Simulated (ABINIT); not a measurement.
# PbSe (Clausthalite) (Fm-3m) in ABINIT: notebook

One crystal, PbSe (Clausthalite), is run at these levels: AM05, LDA-Teter, LDA-PZ, RPBE; tasks: band structure, equation of state.

All numbers are computed with ABINIT 10.8.3 (patched build); they aren't measurements. Logs are shortened: lines on timing, memory, paths and dates and some standing lists are left out, and cuts for length are marked. The log counts tension as positive stress, the text compression.

**The experiment to reproduce.**

From a printed reference work, monograph, for a bulk crystal of PbSe: band gap 0.28 eV (direct) at 300 K; band gap 0.15 eV (direct) at 4.2 K.

The runs below are set against these values where they give the same quantity.

## 1. The structure

It takes space group Fm-3m (No. 225, cubic). The conventional cell has a = 6.121 Å, b = 6.121 Å, c = 6.121 Å, α = 90.00°, β = 90.00°, γ = 90.00°. Pb (site symmetry m-3m) has 6 Se at 3.06 Å as nearest neighbours. Around Se (site symmetry m-3m) lie 6 Pb at 3.06 Å.

## 2. Band structure, AM05

run.abi reads:

```
ndtset 2

pp_dirpath "./"
pseudos "Pb.GGA_PBE-JTH_sp.xml, Se.GGA_PBE-JTH.xml"

acell 3*1.0 Angstrom
rprim
     0.0000000000     3.0606500000     3.0606500000
     3.0606500000     0.0000000000     3.0606500000
     3.0606500000     3.0606500000     0.0000000000
ntypat 2
znucl 82 34
natom 2
typat 1 2
xred
     0.0000000000     0.0000000000     0.0000000000
     0.5000000000     0.5000000000     0.5000000000

ecut 15.0
pawecutdg 30.0

ixc -120135

occopt 3
tsmear 0.00183747

nstep 100

iomode 3
prtwf 0
prteig 0
prtebands 0
prtden1 1

kptopt1 1
ngkpt1 8 8 8
nshiftk1 1
shiftk1 0.0 0.0 0.0
nband1 9
tolvrs1 1.0e-9

iscf2 -2
getden2 1
nband2 13
nbdbuf2 2
tolwfr2 1.0e-12
kptopt2 -9
ndivsm2 5
prteig2 1
prtvol2 -3
kptbounds2
     0.0000000000     0.0000000000     0.0000000000
     0.5000000000     0.0000000000     0.5000000000
     0.5000000000     0.2500000000     0.7500000000
     0.3750000000     0.3750000000     0.7500000000
     0.0000000000     0.0000000000     0.0000000000
     0.5000000000     0.5000000000     0.5000000000
     0.6250000000     0.2500000000     0.6250000000
     0.5000000000     0.2500000000     0.7500000000
     0.5000000000     0.5000000000     0.5000000000
     0.3750000000     0.3750000000     0.7500000000
```

Potentials or basis: JTH PAW PBE v2.0 sp.

Launch:

```console
$ abinit run.abi > log 2>&1
```

run.abo:

```text
.Version 10.8.3 of ABINIT
 DATASET    1 : space group Fm -3 m (#225); Bravais cF (face-center cubic)
================================================================================
 Values of the parameters that define the memory need for DATASET  1.
     intxc =       0    ionmov =       0      iscf =      17    lmnmax =      13
     lnmax =       5     mgfft =      30  mpssoang =       3    mqgrid =    3001
     natom =       2  nloc_mem =       2    nspden =       1   nspinor =       1
    nsppol =       1      nsym =      48    n1xccc =       1    ntypat =       2
    occopt =       3   xclevel =       2
       mpw =        1084          nfft =       27000          nkpt =          29
 PAW method is used; the additional fine FFT grid is defined by:
   mgfftf=        45    nfftf =     91125
================================================================================
================================================================================

 DATASET    2 : space group Fm -3 m (#225); Bravais cF (face-center cubic)
================================================================================
 Values of the parameters that define the memory need for DATASET  2.
     intxc =       0    ionmov =       0      iscf =      -2    lmnmax =      13
     lnmax =       5     mgfft =      30  mpssoang =       3    mqgrid =    3001
     natom =       2  nloc_mem =       2    nspden =       1   nspinor =       1
    nsppol =       1      nsym =      48    n1xccc =       1    ntypat =       2
    occopt =       3   xclevel =       2
       mpw =        1089          nfft =       27000          nkpt =          87
 PAW method is used; the additional fine FFT grid is defined by:
   mgfftf=        45    nfftf =     91125
================================================================================
================================================================================

--------------------------------------------------------------------------------
------------- Echo of variables that govern the present computation ------------
--------------------------------------------------------------------------------
 -outvars: echo values of preprocessed input variables --------
            acell      1.8897261259E+00  1.8897261259E+00  1.8897261259E+00 Bohr
              amu      2.07200000E+02  7.89600000E+01
             ecut      1.50000000E+01 Hartree
           getden1          0
           getden2          1
             iscf1         17
             iscf2         -2
              ixc     -120135
           jdtset        1    2
           kptopt1          1
           kptopt2         -9
         kptrlatt        8    0    0      0    8    0      0    0    8
          kptrlen1     6.54361171E+01
          kptrlen2     3.00000000E+01
            natom           2
[... 822 lines left out ...]
...

 Integrated electronic density in atomic spheres:
 ------------------------------------------------
 Atom  Sphere_radius  Integrated_density
    1        2.91365          2.53117497
    2        2.21132          3.90378921

================================================================================

 ----iterations are completed or convergence reached----

 Mean square residual over all n,k,spin=   53.465E-14; max=  99.870E-14
 reduced coordinates (array xred) for    2 atoms
       0.000000000000      0.000000000000      0.000000000000
       0.500000000000      0.500000000000      0.500000000000

 cartesian coordinates (angstrom) at end:
    1      0.00000000000000     0.00000000000000     0.00000000000000
    2      3.06065000000000     3.06065000000000     3.06065000000000
 length scales=  1.889726125908  1.889726125908  1.889726125908 bohr
              =  1.000000000000  1.000000000000  1.000000000000 angstroms
 Eigenvalues (hartree) for nkpt=  87  k points:
 kpt#   1, nband= 13, wtk=  1.00000, kpt=  0.0000  0.0000  0.0000 (reduced coord)
  -0.49491   -0.22878   -0.06255   -0.06255   -0.06255    0.17795    0.17795    0.17795
   0.23410    0.23410    0.23410    0.29598    0.29598
 kpt#   2, nband= 13, wtk=  1.00000, kpt=  0.0357  0.0000  0.0357 (reduced coord)
  -0.49442   -0.23045   -0.06331   -0.06331   -0.05965    0.16727    0.17699    0.17699
   0.23067    0.23738    0.23738    0.29636    0.30000
 kpt#   3, nband= 13, wtk=  1.00000, kpt=  0.0714  0.0000  0.0714 (reduced coord)
  -0.49297   -0.23503   -0.06553   -0.06553   -0.05160    0.14283    0.17493    0.17493
   0.22215    0.24629    0.24629    0.29750    0.30397
 kpt#   4, nband= 13, wtk=  1.00000, kpt=  0.1071  0.0000  0.1071 (reduced coord)
  -0.49059   -0.24152   -0.06905   -0.06905   -0.04029    0.11458    0.17318    0.17318
   0.21132    0.25910    0.25910    0.29936    0.30767
 kpt#   5, nband= 13, wtk=  1.00000, kpt=  0.1429  0.0000  0.1429 (reduced coord)
  -0.48735   -0.24887   -0.07360   -0.07360   -0.02928    0.08911    0.17266    0.17266
   0.19996    0.27436    0.27436    0.30190    0.31229
 kpt#   6, nband= 13, wtk=  1.00000, kpt=  0.1786  0.0000  0.1786 (reduced coord)
  -0.48333   -0.25619   -0.07887   -0.07887   -0.02535    0.07395    0.17370    0.17370
[... 230 lines left out ...]
  -0.45037   -0.30987   -0.12148   -0.07358   -0.05184    0.07929    0.10533    0.15787
   0.26321    0.31631    0.33457    0.37141    0.37630
 kpt#  84, nband= 13, wtk=  1.00000, kpt=  0.4167  0.4167  0.6667 (reduced coord)
  -0.44888   -0.30557   -0.13678   -0.08006   -0.06177    0.09466    0.11762    0.17556
   0.24997    0.32039    0.33450    0.36785    0.37462
 kpt#  85, nband= 13, wtk=  1.00000, kpt=  0.4028  0.4028  0.6944 (reduced coord)
  -0.44754   -0.30112   -0.14949   -0.08600   -0.07043    0.10861    0.12965    0.18940
   0.23691    0.32806    0.33607    0.36392    0.37250
 kpt#  86, nband= 13, wtk=  1.00000, kpt=  0.3889  0.3889  0.7222 (reduced coord)
  -0.44654   -0.29685   -0.15884   -0.09121   -0.07785    0.12044    0.14091    0.19950
   0.22471    0.33693    0.33932    0.36043    0.36985
 kpt#  87, nband= 13, wtk=  1.00000, kpt=  0.3750  0.3750  0.7500 (reduced coord)
  -0.44608   -0.29313   -0.16421   -0.09553   -0.08407    0.12964    0.15103    0.20597
   0.21394    0.34381    0.34401    0.35911    0.36656

== END DATASET(S) ==============================================================
================================================================================

 -outvars: echo values of variables after computation  --------
            acell      1.8897261259E+00  1.8897261259E+00  1.8897261259E+00 Bohr
           etotal1    -1.3303819332E+01
            fcart1    -0.0000000000E+00 -0.0000000000E+00 -0.0000000000E+00
                      -0.0000000000E+00 -0.0000000000E+00 -0.0000000000E+00
            rprim      0.0000000000E+00  3.0606500000E+00  3.0606500000E+00
                       3.0606500000E+00  0.0000000000E+00  3.0606500000E+00
                       3.0606500000E+00  3.0606500000E+00  0.0000000000E+00
           strten1    -3.6176551520E-06 -3.6176551520E-06 -3.6176551520E-06
                       0.0000000000E+00  0.0000000000E+00  0.0000000000E+00
           xangst      0.0000000000E+00  0.0000000000E+00  0.0000000000E+00
                       3.0606500000E+00  3.0606500000E+00  3.0606500000E+00
             xred      0.0000000000E+00  0.0000000000E+00  0.0000000000E+00
                       5.0000000000E-01  5.0000000000E-01  5.0000000000E-01
 Calculation completed.
```

It took 38 s on 1 thread of Arm Neoverse V1, shared host; peak memory 0.12 GiB.

What came out:

- Free energy: -362.0154 eV
- Pressure: 0.1 GPa
- Band gap on the k mesh: 0.28 eV, direct
- Band gap along the path: 0.28 eV, direct
- Valence electrons inside the program's atomic spheres: Pb 2.53; Se 3.90

Levels at the corners of the path, in eV from the valence-band top:
```csv
point,band 1,band 2,band 3,band 4,band 5,band 6,band 7,band 8,band 9,band 10
Γ,-13.58,-6.34,-1.81,-1.81,-1.81,4.73,4.73,4.73,6.26,6.26
X,-12.28,-7.44,-4.98,-3.20,-3.20,3.65,5.64,5.64,6.09,9.00
W,-12.21,-8.07,-4.23,-4.23,-0.77,1.86,5.00,5.00,7.46,7.46
K,-12.25,-8.09,-4.58,-2.71,-2.40,3.42,4.00,5.49,5.71,9.24
Γ,-13.58,-6.34,-1.81,-1.81,-1.81,4.73,4.73,4.73,6.26,6.26
L,-12.49,-8.85,-1.46,-1.46,0.00,0.28,1.68,1.68,8.02,9.25
U,-12.25,-8.09,-4.58,-2.71,-2.40,3.42,4.00,5.49,5.71,9.24
W,-12.21,-8.07,-4.23,-4.23,-0.77,1.86,5.00,5.00,7.46,7.46
L,-12.49,-8.85,-1.46,-1.46,0.00,0.28,1.68,1.68,8.02,9.25
K,-12.25,-8.09,-4.58,-2.71,-2.40,3.42,4.00,5.49,5.71,9.24
```

Caveat: the PAW data sets were made with another functional, which shifts forces and pressure a little; spin-orbit coupling is left out, which as a rule narrows the gap of such compounds by several tenths of an eV; this set keeps more shells in the core, which shifts pressures and gaps.

## 3. Equation of state, LDA-Teter

run.abi reads:

```
# Datasets: one volume each
ndtset 7
getwfk -1
scalecart1 3*0.9795861087
scalecart2 3*0.9864848297
scalecart3 3*0.9932883884
scalecart4 3*1.0000000000
scalecart5 3*1.0066227096
scalecart6 3*1.0131594038
scalecart7 3*1.0196128224

# Pseudopotentials
pp_dirpath "./"
pseudos "Pb.LDA_PW-JTH.xml, Se.LDA_PW-JTH.xml"

# Structure
acell 4.3284127397 4.3284127397 4.3284127397 Angstrom
rprim
     0.0000000000     0.7071067812     0.7071067812
     0.7071067812     0.0000000000     0.7071067812
     0.7071067812     0.7071067812     0.0000000000
ntypat 2
znucl 82 34
natom 2
typat 1 2
xred
     0.0000000000     0.0000000000     0.0000000000
     0.5000000000     0.5000000000     0.5000000000

# Plane-wave basis
ecut 462.593566 eV
pawecutdg 34.0

# k points
kptopt 1
ngkpt 8 8 8
nshiftk 1
shiftk 0.0 0.0 0.0

# Exchange and correlation
ixc 1

# Bands and occupations
nband 14
occopt 3
tsmear 0.05 eV

# SCF cycle
nstep 100
tolvrs 1.0e-9

# Output
iomode 3
prtwf 1
prtden 0
prteig 0
prtebands 0
enunit 2
```

Potentials or basis: JTH PAW LDA v2.0.

Launch:

```console
$ abinit run.abi > log 2>&1
```

Run time: 99 s. Hardware: 1 thread of Arm Neoverse V1, shared host; peak memory 0.13 GiB.

It converged, with:

* Equilibrium volume: 27.58 Å³/atom
* Bulk modulus: 57 GPa
* Pressure derivative of the bulk modulus: 4.5 (rough: it moves with the points fitted)

Energy against volume, from the lowest point:
```
volume (Å³/atom)  energy (meV/atom)
          26.951               2.50
          27.524               0.00
          28.097               1.42
          28.671               7.15
          29.244              16.15
          29.818              28.12
          30.391              42.98
```

Caveat: the cutoff is too short for stress, so the log's stress isn't used; pressures at fixed basis lie under the slope of the energies. Spin-orbit coupling is left out, which matters for the levels of Pb.

## 4. Equation of state, LDA-Teter

run.abi, as its differences from that of step 3:

```diff
@@ -13,6 +13,6 @@
 pp_dirpath "./"
-pseudos "Pb.LDA_PW-JTH.xml, Se.LDA_PW-JTH.xml"
+pseudos "Pb.LDA_PW-JTH_sp.xml, Se.LDA_PW-JTH.xml"
 
 # Structure
-acell 4.3284127397 4.3284127397 4.3284127397 Angstrom
+acell 8.1795146323 8.1795146323 8.1795146323
 rprim
@@ -30,4 +30,4 @@
 # Plane-wave basis
-ecut 462.593566 eV
-pawecutdg 34.0
+ecut 15.0
+pawecutdg 30.0
 
@@ -43,3 +43,3 @@
 # Bands and occupations
-nband 14
+nband 9
 occopt 3
```

Potentials or basis: JTH PAW LDA v2.0 sp.

Launch:

```console
$ abinit run.abi > log 2>&1
```

Wall time 49 s (1 thread of Arm Neoverse V1, shared host); peak memory 0.13 GiB.

Results (log left out):

```yaml
Equilibrium_volume: 27.63 Å³/atom
Bulk_modulus: 59 GPa
Pressure_derivative_of_the_bulk_modulus: 4.4
```

Energy against volume, from the lowest point:
```
volume (Å³/atom)  energy (meV/atom)
          26.951               3.18
          27.524               0.00
          28.097               1.31
          28.671               6.63
          29.244              15.55
          29.818              27.69
          30.391              42.69
```

Caveat: pressures at fixed basis lie under the slope of the energies; this set keeps more shells in the core, which shifts pressures and gaps. The run has no spin-orbit coupling, so splittings on Pb are missing.

## 5. Band structure, LDA-PZ

run.abi reads:

```
ndtset 2

pp_dirpath "./"
pseudos "Pb.LDA_PW-JTH.xml, Se.LDA_PW-JTH.xml"

acell 4.3284127397 4.3284127397 4.3284127397 Angstrom
rprim
     0.0000000000     0.7071067812     0.7071067812
     0.7071067812     0.0000000000     0.7071067812
     0.7071067812     0.7071067812     0.0000000000
ntypat 2
znucl 82 34
natom 2
typat 1 2
xred
     0.0000000000     0.0000000000     0.0000000000
     0.5000000000     0.5000000000     0.5000000000

ecut 17.0
pawecutdg 34.0

ixc 2

occopt 3
tsmear 0.00183747

nstep 100

iomode 3
prtwf 0
prteig 0
prtebands 0
prtden1 1

kptopt1 1
ngkpt1 8 8 8
nshiftk1 1
shiftk1 0.0 0.0 0.0
nband1 14
tolvrs1 1.0e-9

iscf2 -2
getden2 1
nband2 18
nbdbuf2 2
tolwfr2 1.0e-12
kptopt2 -9
ndivsm2 6
prteig2 1
prtvol2 -3
kptbounds2
     0.0000000000     0.0000000000     0.0000000000
     0.5000000000     0.0000000000     0.5000000000
     0.5000000000     0.2500000000     0.7500000000
     0.3750000000     0.3750000000     0.7500000000
     0.0000000000     0.0000000000     0.0000000000
     0.5000000000     0.5000000000     0.5000000000
     0.6250000000     0.2500000000     0.6250000000
     0.5000000000     0.2500000000     0.7500000000
     0.5000000000     0.5000000000     0.5000000000
     0.3750000000     0.3750000000     0.7500000000
```

Potentials or basis: JTH PAW LDA v2.0.

Launch:

```console
$ abinit run.abi > log 2>&1
```

Run time: 82 s. Hardware: 1 thread of Arm Neoverse V1, shared host; peak memory 0.12 GiB.

Results (log left out):

```yaml
Free_energy: -1934.8757 eV
Band_gap_on_the_k_mesh: 0.18 eV, direct
Valence_electrons_inside_the_program's_atomic_spheres: Pb 11.32; Se 3.90
```

Levels at the corners of the path, in eV from the valence-band top:
| point | band 8 | band 9 | band 10 | band 11 | band 12 | band 13 |
| --- | --- | --- | --- | --- | --- | --- |
| Γ | -1.84 | -1.84 | -1.84 | 4.63 | 4.63 | 4.63 |
| X | -4.99 | -3.21 | -3.21 | 3.67 | 5.53 | 5.53 |
| W | -4.22 | -4.22 | -0.75 | 1.79 | 4.90 | 4.90 |
| K | -4.58 | -2.70 | -2.40 | 3.33 | 3.96 | 5.37 |
| Γ | -1.84 | -1.84 | -1.84 | 4.63 | 4.63 | 4.63 |
| L | -1.40 | -1.40 | 0.00 | 0.18 | 1.62 | 1.62 |
| U | -4.58 | -2.70 | -2.40 | 3.33 | 3.96 | 5.37 |
| W | -4.22 | -4.22 | -0.75 | 1.79 | 4.90 | 4.90 |
| L | -1.40 | -1.40 | 0.00 | 0.18 | 1.62 | 1.62 |
| K | -4.58 | -2.70 | -2.40 | 3.33 | 3.96 | 5.37 |

Caveat: the cutoff is too short for stress, so the log's stress isn't used; spin-orbit coupling is left out, which as a rule narrows the gap of such compounds by several tenths of an eV.

[end of part 1 of 2]
